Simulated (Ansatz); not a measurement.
**Relaxing Fe**

The calculation used DFT PBE, scalar-relativistic, plane waves, PAW (Ansatz). Settings: 420 eV cutoff, 20×20×20 k-mesh, Gaussian smearing of 0.10 eV, collinear spin.

What was changed in Ni: Ni → Fe on all its sites, cell and atoms relaxed.

Command:

```bash
ansatz run input.yaml --threads 1 --pin off --max-ram 2560MiB --backend cpu --events-out ev --progress --plain --runs-dir out
```

Input:

```yaml
crystal:
  lattice:
    - [0.0, 1.8344289553, 1.8344289553]
    - [1.8344289553, 0.0, 1.8344289553]
    - [1.8344289553, 1.8344289553, 0.0]
  atoms:
    - { symbol: Fe, position: [0.0, 0.0, 0.0], spin: 3.01 }
basis:
  ecutwfc: 420
kpoints:
  mp_grid: { grid: [20, 20, 20] }
hamiltonian:
  xc: pbe
scf:
  occupations: { method: gaussian, width: 0.1 }
output:
  forces: true
  stress: true
  eigenvalues: true
  populations: true
  write_density: true
  write_potential: true
  elf: true
  volumetric_format: npy
magnetization:
  spin_polarized: true
relax:
  adjacent_minimum: "off"
  f_tol: 0.01
  max_steps: 60
  cell: { stress_tol: 0.1 }
```

F is the free energy. Steps run on the plane waves of an earlier cell, but the last one, and at times one on the way, on a freshly chosen basis, so a repeated geometry can differ a little in energy.

Steps:

| step | F − F(1) (eV) | largest force component (eV/Å) | V (Å³/atom) | P (GPa) |
| --- | --- | --- | --- | --- |
| 1 | 0.0000 | 0.000 | 12.346 | -4.01 |
| 2 | -0.0035 | 0.000 | 12.143 | -1.21 |
| 3 | -0.0038 | 0.000 | 12.057 | 0.04 |
| 4 | -0.0037 | 0.000 | 12.057 | 0.05 |

Relaxed structure:

```yaml
crystal:
  lattice:
    - [0.00000, 1.82001, 1.82001]
    - [1.82001, 0.00000, 1.82001]
    - [1.82001, 1.82001, 0.00000]
  atoms:
    - { symbol: Fe, position: [0.00000, 0.00000, 0.00000] }
```

It takes space group Fm-3m (No. 225, cubic). Conventional cell: a = 3.640 Å, b = 3.640 Å, c = 3.640 Å, α = 90.00°, β = 90.00°, γ = 90.00°. Around Fe (site symmetry m-3m) lie 12 Fe at 2.57 Å.

The run converged. Time: 71 s on 1 thread of AMD EPYC (Zen 3), on a shared host, peak memory 0.4 GiB.